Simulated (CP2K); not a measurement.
O:

```xyz
2
Lattice="4.3327 0.0000 0.0000 3.5084 2.2688 0.0000 0.8243 -0.2807 2.2514" Properties=species:S:1:pos:R:3 pbc="T T T"
O     4.8864    1.1952    0.9480
O     3.7791    0.7929    1.3033
```

Base run:

- Program: CP2K 2026.2
- Functional: HLE16
- Potentials or basis: POTENTIAL_UZH O GTH-PBE-q6; TZVP-MOLOPT-PBE-GTH basis
- Density cutoff: 11565 eV
- k mesh: 12 × 12 × 12
- Occupations: fermi-dirac, width 0.05 eV
- Spin: no spin polarisation

Its results: band gap on the k mesh none (metal or under the smearing width); pressure -17.3 GPa; largest force 7.154 eV/Å.

Q: After a change of settings the same cell gave: band gap on the k mesh none (metal or under the smearing width); pressure -6.0 GPa; largest force 0.292 eV/Å. Which change was it?
A. functional from HLE16 to LDA
B. functional from HLE16 to PBE
C. functional from HLE16 to AM05
D. functional from HLE16 to TPSS

A: A.

Caveats: spin is off for a triplet molecule; the potentials were made for another functional, which shifts forces and pressure; the basis of atomic orbitals isn't converged, which shifts pressures, moduli and gaps; the potentials were made for a functional far from this one (some runs).
